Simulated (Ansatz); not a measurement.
Wanted: the native input for an Ansatz 0.2.0 run.

```yaml
Task: density of states
Functional: PBE
Potentials_or_basis: all-electron PAW datasets made for the crystal
Cutoff: 340 eV (chosen from the basis error)
k_mesh: 7 × 7 × 10
Occupations: fermi-dirac, width 0.05 eV
Spin: no spin polarisation
```

The system is TiSi2.

```
Ti Si
1.0
     4.37464    0.00000    0.00000
    -2.18732    3.78855    0.00000
     0.00000    0.00000    2.56101
Ti Si
1 2
Direct
  0.00000 0.00000 0.00000
  0.33333 0.66667 0.50000
  0.66667 0.33333 0.50000
```

The cell was built by a generator and needn't be a form met in nature.

The input as run:

input.yaml

```yaml
crystal:
  lattice:
    - [4.37464, 0.0, 0.0]
    - [-2.18732, 3.78855, 0.0]
    - [0.0, 0.0, 2.56101]
  atoms:
    - { symbol: Ti, position: [0.0, 0.0, 0.0] }
    - { symbol: Si, position: [0.33333, 0.66667, 0.5] }
    - { symbol: Si, position: [0.66667, 0.33333, 0.5] }
kpoints:
  mp_grid: { grid: [7, 7, 10] }
scf:
  occupations: { method: fermi_dirac, width: 0.05 }
hamiltonian:
  xc: pbe
  pseudopotentials: { kind: all_electron, datasets: crystal }
output:
  forces: true
  stress: true
  eigenvalues: true
  dos: { projected: false, de: 0.1, e_range: [-14, 6] }
```

Potentials or basis: all-electron PAW datasets made for the crystal.

Command:

```console
$ ansatz run input.yaml --threads 2 --pin off --max-ram 6144MiB --backend cpu --events-out ev --progress --plain --runs-dir out
```

It gave:

```yaml
Pressure: -0.2 GPa
Band_gap_on_the_k_mesh: none (metal or under the smearing width)
```

Caveat: the program warned that the printed levels may be off, so bands, gaps and densities of states are rough.

Wall time 5.9 s on 2 threads of AMD EPYC 7R43 64-Core Processor (Zen 3), on a shared host, peak memory 0.5 GiB.
